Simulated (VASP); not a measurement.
# How k-mesh and PAW data sets change a VASP run on Ge

How sensitive are energy, pressure and forces of Ge to the k-mesh and PAW data sets? The series runs use r2SCAN. The k-mesh tried: 3 3 2; 4 4 3; 5 5 3; 6 6 4; 8 8 5; 11 11 7; 13 13 9; 16 16 11. The PAW data sets tried: minimal 64: Ge; recommended 64: Ge_d; recommended 54: Ge_d; gw 64: Ge_d_GW; hard 64: Ge_h. The atoms of the start are displaced at random from the sites of a I4_1/amd cell.

Program: VASP 6.6.1. Level of theory: r2SCAN; plane waves and PAW (Ge_d), in the first sound run; inputs show where later runs differ. Results are calculated unless marked as measured.

The starting crystal is not the ambient structure of Ge (diamond type); it is a model or a phase of other conditions.

### Step 1. The structure

Symmetry: P-1, No. 2, triclinic system. Conventional cell: a = 2.795 Å, b = 3.900 Å, c = 3.900 Å, α = 82.62°, β = 69.00°, γ = 69.00°. Nearest to Ge lie 6 Ge at 2.63 to 2.79 Å.

### Step 2. K-mesh: 3 3 2

The sum over the zone converges with the mesh, fast for insulators and slowly for metals. r2SCAN adds the kinetic-energy density, costs more than a GGA and is run with LASPH.

INCAR reads:

```
SYSTEM = Ge
PREC = Accurate
ENCUT = 410
EDIFF = 1E-06
NELM = 100
ISMEAR = -1
SIGMA = 0.05
LREAL = .FALSE.
ALGO = Normal
METAGGA = R2SCAN
LASPH = .TRUE.
NBANDS = 20
LORBIT = 11
LWAVE = .FALSE.
LCHARG = .FALSE.
KPAR = 2
ISIF = 2
```

POSCAR reads:

```
Ge
1.0
   -2.5744897190      2.5744897190      1.3974126432
    2.5744897190     -2.5744897190      1.3974126432
    2.5744897190      2.5744897190     -1.3974126432
Ge
2
Direct
    0.2289340000      0.7243510000      0.4932810000
    0.4950430000      0.4925210000      0.0069130000
```

KPOINTS reads:

```
Automatic mesh
0
Gamma
3 3 2
0 0 0
```

Potentials, in the order of the species: Ge_d (PBE family, release 64).

Run with:

```
$ mpirun -np 2 vasp_std
```

The log of the run:

```text
[banner, memory and clock lines left out]
running    2 mpi-ranks, on    1 nodes
 distrk:  each k-point on    1 cores,    2 groups
 distr:  one band on    1 cores,    1 groups

 POSCAR found type information on POSCAR Ge
 POSCAR found :  1 types and       2 ions
|                                                                             |
|               ----> ADVICE to this user running VASP <----                  |
|                                                                             |
|     You enforced a specific xc type in the INCAR file but a different       |
|     [... a line on the potential file left out ...]
|     I HOPE YOU KNOW WHAT YOU ARE DOING!                                     |
|                                                                             |

 LDA part: xc-table for (None), standard interpolation
|                                                                             |
|           W    W    AA    RRRRR   N    N  II  N    N   GGGG   !!!           |
|           W    W   A  A   R    R  NN   N  II  NN   N  G    G  !!!           |
|           W    W  A    A  R    R  N N  N  II  N N  N  G       !!!           |
|           W WW W  AAAAAA  RRRRR   N  N N  II  N  N N  G  GGG   !            |
|           WW  WW  A    A  R   R   N   NN  II  N   NN  G    G                |
|           W    W  A    A  R    R  N    N  II  N    N   GGGG   !!!           |
|                                                                             |
|     Your reciprocal lattice and k-lattice belong to different lattice       |
|     classes:                                                                |
|                                                                             |
|        The reciprocal lattice is body-centered tetragonal,                  |
|        whereas your k-lattice is base-centered monoclinic.                  |
|                                                                             |
|     Results are often still useful ...                                      |
|                                                                             |

 POSCAR, INCAR and KPOINTS ok, starting setup
 FFT: planning ... GRIDC
 FFT: planning ... GRID_SOFT
 FFT: planning ... GRID
 WAVECAR not read
 entering main loop
       N       E                     dE             d eps       ncg     rms          rms(c)
DAV:   1     0.142299525416E+03    0.14230E+03   -0.13066E+04   440   0.366E+03
DAV:   2    -0.896598548430E+01   -0.15127E+03   -0.14711E+03   404   0.542E+02
DAV:   3    -0.288828763017E+02   -0.19917E+02   -0.19806E+02   448   0.128E+02
DAV:   4    -0.294034094237E+02   -0.52053E+00   -0.52019E+00   452   0.246E+01
DAV:   5    -0.294116930124E+02   -0.82836E-02   -0.82831E-02   460   0.325E+00    0.232E+00
DAV:   6    -0.267371812765E+02    0.26745E+01   -0.41809E-01   476   0.111E+01    0.135E+00
DAV:   7    -0.267476471239E+02   -0.10466E-01   -0.25902E-02   548   0.263E+00    0.425E-01
DAV:   8    -0.267500943493E+02   -0.24472E-02   -0.36814E-03   464   0.646E-01    0.963E-02
DAV:   9    -0.267498068993E+02    0.28745E-03   -0.21615E-03   552   0.917E-01    0.357E-02
DAV:  10    -0.267497646382E+02    0.42261E-04   -0.11692E-04   532   0.186E-01    0.168E-02
DAV:  11    -0.267497474398E+02    0.17198E-04   -0.33501E-05   552   0.105E-01    0.193E-03
DAV:  12    -0.267497483383E+02   -0.89851E-06   -0.15500E-06   288   0.131E-02
   1 F= -.26749748E+02 E0= -.26741151E+02  d E =-.171943E-01
```

It took 21 s on 2 MPI ranks of Intel Xeon Platinum 8259CL at 2.50GHz (Skylake/Cascade Lake), shared host; peak memory 0.28 GiB.

Lines that name or quote the potential files are left out of all logs, and their timing lines are given in words.

Parts of OUTCAR (step 2):

```text
ion  position               nearest neighbor table
   1  0.229  0.724  0.493-   2 2.63   2 2.64   2 2.69   2 2.71
   2  0.495  0.493  0.007-   1 2.63   1 2.64   1 2.69   1 2.71

  LATTYP: Found a body centered tetragonal cell.
 ALAT       =     5.1489794380
 C/A-ratio  =     0.5427920853

 Subroutine GETGRP returns: Found  2 space group operations
 (whereof  1 operations were pure point group operations)

The static configuration has the point symmetry C_1 .
 The point group associated with its full space group is S_2 .

 Found     10 irreducible k-points:

   k-points           NKPTS =     10   k-points in BZ     NKDIM =     10   number of bands    NBANDS=     20

   dimension x,y,z NGX =    28 NGY =   28 NGZ =   28
   dimension x,y,z NGXF=    56 NGYF=   56 NGZF=   56

   ENCUT  =  410.0 eV  30.13 Ry    5.49 a.u.   6.44  6.44  6.44*2*pi/ulx,y,z

   NELECT =      28.0000    total number of electrons

 k-points in reciprocal lattice and weights: Automatic mesh
   0.00000000  0.00000000  0.00000000       0.056
   0.33333333  0.00000000 -0.00000000       0.111
   0.00000000  0.33333333 -0.00000000       0.111
   0.33333333  0.33333333  0.00000000       0.111
  -0.33333333  0.33333333  0.00000000       0.111
   0.00000000  0.00000000  0.50000000       0.056
   0.33333333  0.00000000  0.50000000       0.111
   0.00000000  0.33333333  0.50000000       0.111
   0.33333333  0.33333333  0.50000000       0.111
  -0.33333333  0.33333333  0.50000000       0.111

 average (electrostatic) potential at core
       1 -77.6395       2 -77.6395

 E-fermi :   6.9962

 k-point     1 :       0.0000    0.0000    0.0000
  band No.  band energies     occupation
    ...
     10     -18.5379      2.00000
     11      -7.2701      2.00000
     12       2.5449      2.00000
     13       4.1098      2.00000
     14       4.1419      2.00000
     15      10.4294      0.00000
     16      14.6204      0.00000
     17      14.6914      0.00000
     18      15.2423      0.00000
     19      15.4658      0.00000
    ...

 k-point     2 :       0.3333    0.0000   -0.0000
  band No.  band energies     occupation
    ...
     10     -18.5741      2.00000
     11      -4.4307      2.00000
     12       1.7438      2.00000
     13       4.6617      2.00000
     14       5.0315      2.00000
     15       7.1757      0.05376
     16       9.7332      0.00000
     17      11.0753      0.00000
     18      11.7177      0.00000
     19      15.3091      0.00000
    ...

 k-point     3 :       0.0000    0.3333   -0.0000
  band No.  band energies     occupation
    ...
     10     -18.5658      2.00000
     11      -4.4393      2.00000
     12       1.8307      2.00000
     13       4.6271      2.00000
     14       4.9781      2.00000
     15       7.1275      0.13496
     16       9.8398      0.00000
     17      11.0832      0.00000
     18      11.5567      0.00000
     19      15.3540      0.00000
    ...

  Total       -1.8239729     -1.4435885      1.3611536      1.1301433     -0.6450058     -0.8004892
  in kB      -78.8791066    -62.4290928     58.8641302     48.8739121    -27.8937686    -34.6177709
  external PRESSURE =     -27.4813564 kB  Pullay stress =       0.0000000 kB

  energy-cutoff  :      410.00
  volume of cell :       37.05
      direct lattice vectors                 reciprocal lattice vectors
    -2.574489719  2.574489719  1.397412643     0.000000000  0.194213244  0.357804119
     2.574489719 -2.574489719  1.397412643     0.194213244  0.000000000  0.357804119
     2.574489719  2.574489719 -1.397412643     0.194213244  0.194213244  0.000000000

 POSITION                                       TOTAL-FORCE (eV/Angst)
 -----------------------------------------------------------------------------------
      2.54539     -0.00550      0.64282        -0.202431      0.138924      0.000544
      0.01130      0.02429      1.37037         0.202431     -0.138924     -0.000544
 -----------------------------------------------------------------------------------
    total drift:                                0.000477     -0.000272      0.000087

  FREE ENERGIE OF THE ION-ELECTRON SYSTEM (eV)
  ---------------------------------------------------
  free  energy   TOTEN  =       -26.7497483383 eV

  energy  without entropy=      -26.7325540616  energy(sigma->0) =      -26.74115120

 total charge
# of ion       s       p       d       tot
------------------------------------------
    1        1.148   1.083  10.032  12.263
    2        1.148   1.083  10.032  12.263
--------------------------------------------------
tot          2.295   2.166  20.064  24.526

[... 3 further parts left out ...]
```

The PAW data sets were made with PBE, which is usual practice but a small mismatch for other functionals.

This step gave:

```
SCF cycles                             : 12
electrons                              : 28
bands                                  : 20
irreducible k-points                   : 10
symmetry operations                    : 2
free energy (TOTEN)                    : -26.75 eV
energy at zero smearing                : -26.74 eV
Fermi energy                           : 6.996 eV
pressure                               : -2.748 GPa
metallic, judged on the points sampled : yes
```

The series starts at -13.3706 eV an atom and -2.75 GPa, after 12 cycles in 21 s.

### Step 3. K-mesh: 4 4 3

INCAR is that of step 2.

POSCAR is that of step 2.

KPOINTS reads:

```
Automatic mesh
0
Gamma
4 4 3
0 0 0
```

Run with:

```
$ mpirun -np 2 vasp_std
```

The log of the run:

```text
[banner, memory and clock lines left out]
running    2 mpi-ranks, on    1 nodes
[...]
[... a notice as in an earlier step ...]

 LDA part: xc-table for (None), standard interpolation
 [... a notice as in an earlier step ...]

 POSCAR, INCAR and KPOINTS ok, starting setup
[...]
entering main loop
       N       E                     dE             d eps       ncg     rms          rms(c)
DAV:   1     0.144662021411E+03    0.14466E+03   -0.13035E+04  1104   0.363E+03
DAV:   2    -0.800642256463E+01   -0.15267E+03   -0.14904E+03  1044   0.550E+02
DAV:   3    -0.289646307385E+02   -0.20958E+02   -0.20758E+02  1172   0.131E+02
DAV:   4    -0.295162309868E+02   -0.55160E+00   -0.54934E+00  1160   0.250E+01
[...]
DAV:  10    -0.268457710845E+02    0.69880E-04   -0.15915E-04  1384   0.238E-01    0.144E-02
DAV:  11    -0.268457598976E+02    0.11187E-04   -0.78471E-05  1448   0.172E-01    0.227E-03
DAV:  12    -0.268457593841E+02    0.51350E-06   -0.40038E-06  1096   0.328E-02
   1 F= -.26845759E+02 E0= -.26843573E+02  d E =-.437328E-02
```

Wall time 35 s (2 MPI ranks); peak memory 0.29 GiB.

From OUTCAR (step 3):

```text
  Total       -0.4445368     -0.3637057      1.3015769      0.0767264      0.0579039      0.1181550
  in kB      -19.2243349    -15.7287301     56.2876893      3.3180927      2.5041002      5.1097026
  external PRESSURE =       7.1115414 kB  Pullay stress =       0.0000000 kB

 POSITION                                       TOTAL-FORCE (eV/Angst)
 -----------------------------------------------------------------------------------
      2.54539     -0.00550      0.64282         0.274310     -0.007387      0.032031
      0.01130      0.02429      1.37037        -0.274310      0.007387     -0.032031
 -----------------------------------------------------------------------------------
    total drift:                                0.000418     -0.000222      0.000038

  FREE ENERGIE OF THE ION-ELECTRON SYSTEM (eV)
  ---------------------------------------------------
  free  energy   TOTEN  =       -26.8457593841 eV

  energy  without entropy=      -26.8413861038  energy(sigma->0) =      -26.84357274

[... 1 part as in an earlier step ...]

[... 2 further parts left out ...]
[key lines of the parts left out:]
E-fermi :   6.8564
```

Against the run before the energy moves by -51.21 meV an atom and the pressure by +3.46 GPa, after 12 cycles in 35 s.

### Step 4. K-mesh: 5 5 3

INCAR is that of step 3.

POSCAR is that of step 3.

KPOINTS reads:

```
Automatic mesh
0
Gamma
5 5 3
0 0 0
```

Run with:

```
$ mpirun -np 2 vasp_std
```

The log of the run:

```text
[... set-up lines as in an earlier step ...]
 entering main loop
       N       E                     dE             d eps       ncg     rms          rms(c)
DAV:   1     0.138385488026E+03    0.13839E+03   -0.12936E+04  1692   0.367E+03
DAV:   2    -0.908783482671E+01   -0.14747E+03   -0.14395E+03  1520   0.529E+02
DAV:   3    -0.290498869483E+02   -0.19962E+02   -0.19784E+02  1668   0.129E+02
DAV:   4    -0.295791731268E+02   -0.52929E+00   -0.52883E+00  1728   0.247E+01
[...]
DAV:  10    -0.269224385552E+02    0.67143E-04   -0.12014E-04  2012   0.199E-01    0.161E-02
DAV:  11    -0.269224241123E+02    0.14443E-04   -0.10386E-04  2132   0.201E-01    0.167E-03
DAV:  12    -0.269224235939E+02    0.51834E-06   -0.34842E-06  1668   0.296E-02
   1 F= -.26922424E+02 E0= -.26918026E+02  d E =-.879500E-02
```

Wall time 48 s (2 MPI ranks); peak memory 0.3 GiB; 95 s of CPU time.

Parts of OUTCAR (step 4):

```text
  Total        0.6572628      0.9959065     -0.7527185      0.9675472     -0.1829453     -0.2641855
  in kB       28.4238322     43.0687380    -32.5518881     41.8423224     -7.9116086    -11.4249064
  external PRESSURE =      12.9802274 kB  Pullay stress =       0.0000000 kB

 POSITION                                       TOTAL-FORCE (eV/Angst)
 -----------------------------------------------------------------------------------
      2.54539     -0.00550      0.64282         0.128398      0.098268      0.016404
      0.01130      0.02429      1.37037        -0.128398     -0.098268     -0.016404
 -----------------------------------------------------------------------------------
    total drift:                                0.000408     -0.000237      0.000050

  FREE ENERGIE OF THE ION-ELECTRON SYSTEM (eV)
  ---------------------------------------------------
  free  energy   TOTEN  =       -26.9224235939 eV

  energy  without entropy=      -26.9136285963  energy(sigma->0) =      -26.91802610

[... 1 part as in an earlier step ...]

[... 2 further parts left out ...]
[key lines of the parts left out:]
E-fermi :   6.6981
```

Against the run before the energy moves by -37.23 meV an atom and the pressure by +0.59 GPa, after 12 cycles in 48 s.

### Step 5. K-mesh: 6 6 4

INCAR is that of step 4.

POSCAR is that of step 4.

KPOINTS reads:

```
Automatic mesh
0
Gamma
6 6 4
0 0 0
```

Run with:

```
$ mpirun -np 2 vasp_std
```

The log of the run:

```text
[... set-up lines as in an earlier step ...]
 entering main loop
       N       E                     dE             d eps       ncg     rms          rms(c)
DAV:   1     0.141446124877E+03    0.14145E+03   -0.13128E+04  3300   0.368E+03
DAV:   2    -0.884536086931E+01   -0.15029E+03   -0.14660E+03  3044   0.543E+02
DAV:   3    -0.291719659751E+02   -0.20327E+02   -0.20191E+02  3428   0.129E+02
DAV:   4    -0.297015664534E+02   -0.52960E+00   -0.52925E+00  3400   0.247E+01
[...]
DAV:  10    -0.270433344393E+02    0.68587E-04   -0.12888E-04  4040   0.209E-01    0.147E-02
DAV:  11    -0.270433236684E+02    0.10771E-04   -0.87105E-05  4216   0.183E-01    0.188E-03
DAV:  12    -0.270433228533E+02    0.81510E-06   -0.36753E-06  3248   0.320E-02
   1 F= -.27043323E+02 E0= -.27040992E+02  d E =-.466135E-02
```

Wall time 1.7 min (2 MPI ranks); peak memory 0.32 GiB.

From OUTCAR (step 5):

```text
  Total        0.1503824      0.1193455     -0.1907426      0.1207025      0.2438424      0.2280480
  in kB        6.5034034      5.1611862     -8.2488097      5.2198729     10.5451511      9.8621092
  external PRESSURE =       1.1385933 kB  Pullay stress =       0.0000000 kB

 POSITION                                       TOTAL-FORCE (eV/Angst)
 -----------------------------------------------------------------------------------
      2.54539     -0.00550      0.64282         0.196579      0.079649      0.027918
      0.01130      0.02429      1.37037        -0.196579     -0.079649     -0.027918
 -----------------------------------------------------------------------------------
    total drift:                                0.000420     -0.000242      0.000039

  FREE ENERGIE OF THE ION-ELECTRON SYSTEM (eV)
  ---------------------------------------------------
  free  energy   TOTEN  =       -27.0433228533 eV

  energy  without entropy=      -27.0386615050  energy(sigma->0) =      -27.04099218

[... 1 part as in an earlier step ...]

[... 2 further parts left out ...]
[key lines of the parts left out:]
E-fermi :   6.8749
```

Against the run before the energy moves by -61.48 meV an atom and the pressure by -1.18 GPa, after 12 cycles in 1.7 min.

### Step 6. K-mesh: 8 8 5

INCAR is that of step 5.

POSCAR is that of step 5.

KPOINTS reads:

```
Automatic mesh
0
Gamma
8 8 5
0 0 0
```

Run with:

```
$ mpirun -np 2 vasp_std
```

The log of the run:

```text
[... set-up lines as in an earlier step ...]
 entering main loop
       N       E                     dE             d eps       ncg     rms          rms(c)
DAV:   1     0.140225600289E+03    0.14023E+03   -0.13094E+04  7168   0.367E+03
DAV:   2    -0.897427812098E+01   -0.14920E+03   -0.14548E+03  6492   0.532E+02
DAV:   3    -0.291380248784E+02   -0.20164E+02   -0.20014E+02  7248   0.129E+02
DAV:   4    -0.296621980911E+02   -0.52417E+00   -0.52373E+00  7268   0.248E+01
[...]
DAV:  10    -0.270026289806E+02    0.68523E-04   -0.13635E-04  8564   0.217E-01    0.128E-02
DAV:  11    -0.270026219159E+02    0.70646E-05   -0.66530E-05  9088   0.159E-01    0.171E-03
DAV:  12    -0.270026210316E+02    0.88430E-06   -0.33015E-06  6600   0.296E-02
   1 F= -.27002621E+02 E0= -.26999110E+02  d E =-.702150E-02
```

Wall time 2.8 min (2 MPI ranks); peak memory 0.38 GiB; 5.6 min of CPU time.

OUTCAR, selected parts (step 6):

```text
  Total       -0.1435135     -0.0746816      0.3726927     -0.1135556     -0.0403099     -0.0660509
  in kB       -6.2063516     -3.2296621     16.1173828     -4.9107988     -1.7432332     -2.8564213
  external PRESSURE =       2.2271230 kB  Pullay stress =       0.0000000 kB

 POSITION                                       TOTAL-FORCE (eV/Angst)
 -----------------------------------------------------------------------------------
      2.54539     -0.00550      0.64282         0.042809      0.145592      0.008781
      0.01130      0.02429      1.37037        -0.042809     -0.145592     -0.008781
 -----------------------------------------------------------------------------------
    total drift:                                0.000415     -0.000241      0.000048

  FREE ENERGIE OF THE ION-ELECTRON SYSTEM (eV)
  ---------------------------------------------------
  free  energy   TOTEN  =       -27.0026210316 eV

  energy  without entropy=      -26.9955995309  energy(sigma->0) =      -26.99911028

[... 1 part as in an earlier step ...]

[... 2 further parts left out ...]
[key lines of the parts left out:]
E-fermi :   6.6096
```

Against the run before the energy moves by +20.94 meV an atom and the pressure by +0.11 GPa, after 12 cycles in 2.8 min.

(Continued in part 2 of 2.)

[Lines on the potential files, build, host, timing and source positions are cut from VASP's logs without a mark.]

[Logs are printed without paths, hosts, clocks, repeated set-up lines and the standing remarks that a program may print on its own settings, such as how far it seeks lower states.]

[Hosts, paths, dates, database ids (printed as entryN), source tags and the programs' standing remarks are cut or masked in the printed files.]

[A measured line is paired with the nearest computed mode of its activity, which favours agreement.]

[In band tables of VASP the shares of atoms and orbitals are scaled to a sum of 1 inside the atoms' spheres.]
